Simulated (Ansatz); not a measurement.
## A crystal of composition CO2 at more than one level of theory

Plane-wave PAW calculations in Ansatz, scalar-relativistic unless spin-orbit coupling is named; Γ-centred meshes, relaxations with the symmetry kept. Pressure is positive in compression. No spin polarisation at the first level.

Plane waves to 420 eV, a k mesh through Γ of 4×4×4 on the computed 12-atom cell and Gaussian smearing (0.02 eV); no spin polarisation.

Structure relaxed with PBE+D3(BJ):

```cif
data_structure
_symmetry_space_group_name_H-M 'Pbcn'
_symmetry_Int_Tables_number 60
_cell_length_a 4.9744
_cell_length_b 6.4917
_cell_length_c 5.9959
_cell_angle_alpha 90.000
_cell_angle_beta 90.000
_cell_angle_gamma 90.000
_cell_volume 193.62
loop_
_atom_site_label
_atom_site_type_symbol
_atom_site_symmetry_multiplicity
_atom_site_Wyckoff_symbol
_atom_site_fract_x
_atom_site_fract_y
_atom_site_fract_z
_atom_site_occupancy
C1 C 4 c 0.50000 0.84941 0.75000 1
O1 O 8 d 0.69530 0.14995 0.14148 1
```

| level | cell | cutoff (eV) | k mesh | primitive cell | V (Å³/atom) | P (GPa; residual where relaxed) | gap on mesh (eV) |
| --- | --- | --- | --- | --- | --- | --- | --- |
| PBE+D3(BJ) | relaxed | 420 | 4×4×4 | a = 4.97 Å, b = 6.49 Å, c = 6.00 Å, α = 90.00°, β = 90.00°, γ = 90.00° | 16.1 | 0.01 | 6.56 |
| PBEsol | relaxed | 420 | 4×4×4 | a = 5.36 Å, b = 6.85 Å, c = 5.91 Å, α = 90.00°, β = 90.00°, γ = 90.00° | 18.1 | 0.01 | 6.63 |

The volumes differ by 12 %: in a crystal of weakly bound units the cell follows the treatment of dispersion, and a level without it swells.

This form isn't the usual stable structure of the compound.

Cost: 2 runs of about 11 core-minutes in all, on Arm Neoverse N1 (shared hosts).